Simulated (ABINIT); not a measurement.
MgO:

```
CELL_PARAMETERS angstrom
0.00000 2.09700 2.09700
2.09700 0.00000 2.09700
2.09700 2.09700 0.00000
ATOMIC_POSITIONS crystal
Mg 0.00000 0.00000 0.00000
O 0.50000 0.50000 0.50000
```

The cell is a database's computed one.

Base run:

- Program: ABINIT 10.8.3 (patched build)
- Functional: r2SCAN
- Potentials or basis: JTH PAW LDA v2.0
- Cutoff: 762 eV
- k mesh: 11 × 11 × 11
- Occupations: fermi-dirac, width 0.05 eV
- Spin: no spin polarisation

Its results: band gap on the k mesh 5.78 eV, direct; pressure 1.2 GPa.

The run is repeated on the same cell with these changes: functional from r2SCAN to LDA; potentials or basis from JTH PAW LDA v2.0 to PseudoDojo NC SR LDA v0.4.1 standard; cutoff from 762 eV to 1143 eV. What comes out?

Band gap on the k mesh 4.82 eV, direct; pressure -4.0 GPa.

Caveats: the PAW data sets were made with another functional, which shifts forces and pressure a little (some runs).
